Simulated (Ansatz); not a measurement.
Kick test of a cell of Mg₅ZnO₆

It was reached by relaxing an invented guess, and it needn't be the stable form of this composition.

Level of theory: DFT PBE, scalar-relativistic, plane waves, PAW in Ansatz. Plane waves to 420 eV, a k mesh through Γ of 12×12×2 on the computed 12-atom cell and Gaussian smearing (0.02 eV); no spin polarisation.

The cell below (12 atoms, space group P-3m1 (No. 164)) is relaxed within its symmetry.

```
Mg Zn O
1.0
     3.01879    0.00000    0.00000
    -1.50940    2.61435    0.00000
     0.00000    0.00000   14.76733
Mg Zn O
5 1 6
Direct
  0.33333 0.66667 0.83230
  0.66667 0.33333 0.16770
  0.33333 0.66667 0.33390
  0.00000 0.00000 0.50000
  0.66667 0.33333 0.66610
  0.00000 0.00000 0.00000
  0.66667 0.33333 0.91340
  0.33333 0.66667 0.08660
  0.00000 0.00000 0.25086
  0.66667 0.33333 0.41695
  0.33333 0.66667 0.58305
  0.00000 0.00000 0.74914
```

For the test it was strained at random (σ = 1.5 % a component), the atoms were moved at random (σ = 0.10 Å), and all was relaxed again on a coarse 6×6×1 mesh (in the run’s order of axes) with 0.10 eV smearing, with no symmetry imposed.

Question: What happens?

Answer: It returns, within 1 meV/atom of the unmoved cell on that mesh and with the same symmetry when read at 0.1 Å. No instability shows in this cell; modes of other wave vectors, which need another repeat, aren't tested.
